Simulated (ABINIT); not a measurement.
# Ta in ABINIT: convergence with k mesh

Input of the first run (k mesh 2 × 2 × 1); the others differ in this setting and in those tied to it:

The input run.abi:

```
# Pseudopotentials
pp_dirpath "./"
pseudos "Ta_ONCV_PBE-1.2.upf"

# Structure
acell 3*1.0
rprim
     5.4809088767     0.0000000000     0.0000000000
    -2.7404544384     4.7466063231     0.0000000000
     0.0000000000     0.0000000000     9.7628429448
ntypat 1
znucl 73
natom 2
typat 1 1
xred
     0.3333333333     0.6666666667     0.2500000000
     0.6666666667     0.3333333333     0.7500000000

# Plane-wave basis
ecut 26.0

# k points
kptopt 1
ngkpt 2 2 1
nshiftk 1
shiftk 0.0 0.0 0.0

# Exchange and correlation
ixc 11

# Bands and occupations
nband 33
occopt 6
tsmear 0.00183747

# SCF cycle
nstep 100
tolvrs 1.0e-10

# Output
iomode 3
prtwf 0
prtden 0
prteig 0
prtebands 0
enunit 2
prtvol 2
```

Potentials or basis: SG15 NC PBE v1.2.

The run is started by

```console
$ abinit run.abi > log 2>&1
```

This isn't the form of Ta at room conditions, which is bcc.

Hardware: 1 thread of Arm Neoverse V2, on a shared host.

| k mesh | energy less the tightest run (meV/atom) | pressure (GPa) | SCF cycles | CPU time (s) | peak memory (GiB) |
| --- | --- | --- | --- | --- | --- |
| 2 × 2 × 1 | -182.11 | -0.84 | 10 | 2.7 | 0.06 |
| 3 × 3 × 2 | 140.92 | 0.94 | 9 | 9.2 | 0.06 |
| 5 × 5 × 2 | 33.98 | 1.52 | 10 | 17 | 0.06 |
| 7 × 7 × 3 | 8.90 | -0.19 | 8 | 24 | 0.07 |
| 8 × 8 × 4 | -13.32 | -0.38 | 9 | 48 | 0.08 |
| 10 × 10 × 4 | -2.97 | -0.58 | 8 | 63 | 0.09 |
| 12 × 12 × 5 | -6.36 | -1.00 | 8 | 87 | 0.1 |
| 14 × 14 × 6 | -1.45 | -0.41 | 8 | 140 | 0.13 |
| 16 × 16 × 8 | 0.00 | -0.31 | 8 | 220 | 0.18 |

Not settled before the last step: the energy (to 1 meV/atom), the pressure (to 0.1 GPa). Meshes of other sizes hit other points, so gaps and Fermi surfaces needn't settle smoothly. The tightest run that finished is the yardstick and may itself not be fully converged.

The run has no spin-orbit coupling, so splittings on Ta are missing.
